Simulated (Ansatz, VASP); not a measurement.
**BN in VASP and in Ansatz**

```
B N
1.0
     2.43470    0.00000    0.00000
    -1.21735    2.10851    0.00000
     0.00000    0.00000    6.89070
B N
2 2
Direct
  0.00000 0.00000 0.50000
  0.33333 0.66667 0.00000
  0.00000 0.00000 0.00000
  0.66667 0.33333 0.50000
```

Change from the starting cell: strain -0.030 along x and y, +0.030 along z, atoms carried along.

Alike in both runs: task single point; functional PBEsol; k mesh 12 × 12 × 4; occupations gaussian, width 0.05 eV; no spin polarisation.

|  | VASP | Ansatz |
| --- | --- | --- |
| version | VASP 6.6.1 | Ansatz 0.2.0 |
| potentials or method | VASP PAW PBE potentials, release 64 (B, N) | scalar-relativistic, plane waves, PAW |
| plane-wave cutoff (eV) | 520 | 420 |
| valence electrons in the cell | 16 | 16 |

Ansatz gave:

```
gap on the k mesh at the Fermi level (eV)       : 4.47
least direct gap on the mesh (eV)               : 4.70
pressure (GPa)                                  : 22.2
largest component of the traceless stress (GPa) : 21.99
```

**Question.** Which values does VASP return?

**Answer.** gap on the k mesh at the Fermi level (eV): 4.46; least direct gap on the mesh (eV): 4.69; pressure (GPa): 22.5; largest component of the traceless stress (GPa): 22.48.

Caveats: so large a pressure means that the cell lies far from this level's equilibrium, or that cutoff or potentials fall short (VASP); the potentials were made for another functional, which shifts forces and pressure (VASP); this functional lacks dispersion, which binds the layers, so the pressure and a relaxed spacing across them are unreliable. A k mesh can miss the band edges.
